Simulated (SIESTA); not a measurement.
Runs of SIESTA 5.4.2 on TaN. It takes space group Fm-3m (No. 225, cubic). Conventional cell: a = 4.423 Å, b = 4.423 Å, c = 4.423 Å, α = 90.00°, β = 90.00°, γ = 90.00°. Around Ta (site symmetry m-3m) lie 6 N at 2.21 Å. N (site symmetry m-3m) is surrounded by 6 Ta at 2.21 Å. The cell comes from a database or a generator and needn't be the stable form of this composition.

```csv
task,level,potentials or basis,U,cell,k mesh,hubbard projector method,U from the first cycle,broadening (eV),window from (eV),window to (eV),grid cutoff,gap on the mesh (eV),pressure (GPa)
density of states,PBE+U,"PseudoDojo 0.4 standard (PBE files), DZP (energy shift 0.003 Ry; two zetas on semicore shells)",Ta d U = 4 eV,as given,10 × 10 × 10,1,yes,0.1 eV,-25 eV,5 eV,800 Ry,none,(b)
density of states,PBE,"PseudoDojo 0.4 standard (PBE files), DZP (energy shift 0.003 Ry; two zetas on semicore shells)",-,as given,10 × 10 × 10,1,yes,0.1 eV,-25 eV,5 eV,800 Ry,none,5.1
relaxation of cell and atoms,PBE,"PseudoDojo 0.4 standard (PBE files), DZP (energy shift 0.003 Ry; two zetas on semicore shells)",-,relaxed,8 × 8 × 8,-,-,-,-,-,1200 Ry,none,0.0
density of states,PBE+U,"PseudoDojo 0.4 standard (PBE files), DZP (energy shift 0.003 Ry; two zetas on semicore shells)",Ta d U = 2 eV,as given,10 × 10 × 10,1,yes,0.1 eV,-25 eV,5 eV,800 Ry,none,6.3
density of states,PBE+U,"PseudoDojo 0.4 standard (PBE files), DZP (energy shift 0.003 Ry; two zetas on semicore shells)",Ta d U = 8 eV,as given,10 × 10 × 10,1,yes,0.1 eV,-25 eV,5 eV,800 Ry,none,(a)
band structure,PBE,"PseudoDojo 0.4 standard (PBE files), SZ (energy shift 0.003 Ry)",-,as given,10 × 10 × 10,-,-,-,-,-,800 Ry,none,3.9
band structure,PBE,"PseudoDojo 0.4 standard (PBE files), TZP (energy shift 0.003 Ry; two zetas on semicore shells)",-,as given,10 × 10 × 10,-,-,-,-,-,800 Ry,none,2.9
band structure,PBE,"PseudoDojo 0.4 standard (PBE files), SZP (energy shift 0.003 Ry)",-,as given,10 × 10 × 10,-,-,-,-,-,800 Ry,none,7.3
density of states,PBE+U,"PseudoDojo 0.4 standard (PBE files), DZP (energy shift 0.003 Ry; two zetas on semicore shells)",Ta d U = 6 eV,as given,10 × 10 × 10,1,yes,0.1 eV,-25 eV,5 eV,800 Ry,none,8.9
band structure,PBE,"PseudoDojo 0.4 standard (PBE files), DZP (energy shift 0.003 Ry; two zetas on semicore shells)",-,as given,10 × 10 × 10,-,-,-,-,-,800 Ry,none,5.1
band structure,PBE,"PseudoDojo 0.4 standard (PBE files), TZDP (energy shift 0.003 Ry; two zetas on semicore shells)",-,as given,10 × 10 × 10,-,-,-,-,-,800 Ry,none,1.9
```

Alike in all rows: no spin polarisation; smearing fermi-dirac 0.05 eV; energy shift 0.003 Ry.

Estimate the missing entries.

(a) 10.4; (b) 7.5.

Caveats: short orbitals over semicore shells can move pressures by several GPa; the basis of atomic orbitals isn't converged, which shifts pressures, moduli and gaps; spin-orbit coupling is left out, which moves the levels of the heavy elements (some runs); U without spin polarisation on a metal has little footing (some runs); the basis has no polarisation orbitals (some runs).

A k mesh can miss the band edges, and the runs leave out spin-orbit coupling on Ta.

A gap of «none» marks a metal or a gap under the smearing width.
